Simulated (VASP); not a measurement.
Write the native input for VASP 6.6.1 that does the following.

- Task: single point
- Functional: PBE
- Potentials or basis: VASP PAW PBE potentials, release 64 (Ge_d, Mg)
- Cutoff: 520 eV
- k mesh: 7 × 7 × 7
- Occupations: fermi-dirac, width 0.05 eV
- Spin: no spin polarisation
- Further INCAR settings: ALGO = Normal; EDIFF = 1e-07; NBANDS = 16

The structure of Mg2Ge lies in POSCAR:

```
Mg2Ge
1.0
    0.0000000000      3.1890000000      3.1890000000
    3.1890000000      0.0000000000      3.1890000000
    3.1890000000      3.1890000000      0.0000000000
Ge Mg
1 2
Direct
   -0.0077970000     -0.0009860000      0.0084990000
    0.7473550000      0.7557760000      0.7438750000
    0.2482200000      0.2506360000      0.2504660000
```

The cell isn't the ideal one: atoms moved at random, drawn with an rms of 0.05 Å.

The input as run:

INCAR

```
SYSTEM = Mg2Ge
ALGO = Normal ; EDIFF = 1E-7
ENCUT = 520 ; GGA = PE
ISIF = 2 ; ISMEAR = -1
LASPH = .True. ; LCHARG = .False.
LREAL = .False. ; LWAVE = .False.
NBANDS = 16 ; NELM = 100
PREC = Accurate ; SIGMA = 0.05
```

KPOINTS

```
k-points
0
Gamma
  7 7 7
  0 0 0
```

Potentials or basis: VASP PAW PBE potentials, release 64 (Ge_d, Mg).

Launch:

```sh
$ cat potpaw_PBE.64/Ge_d/POTCAR potpaw_PBE.64/Mg/POTCAR > POTCAR
$ mpirun -np 1 vasp_std > vasp.out
```

It gave:

The pressure is 0.9 GPa and the largest force is 0.223 eV/Å. The band gap on the k mesh is 0.25 eV, indirect (least direct gap 1.03 eV).

Caveat: an odd mesh through Γ misses points on the zone boundary, where band edges often lie.

It took 2.2 min on 1 thread of Intel(R) Xeon(R) Platinum 8488C (Sapphire Rapids), on a shared host, peak memory 0.34 GiB.
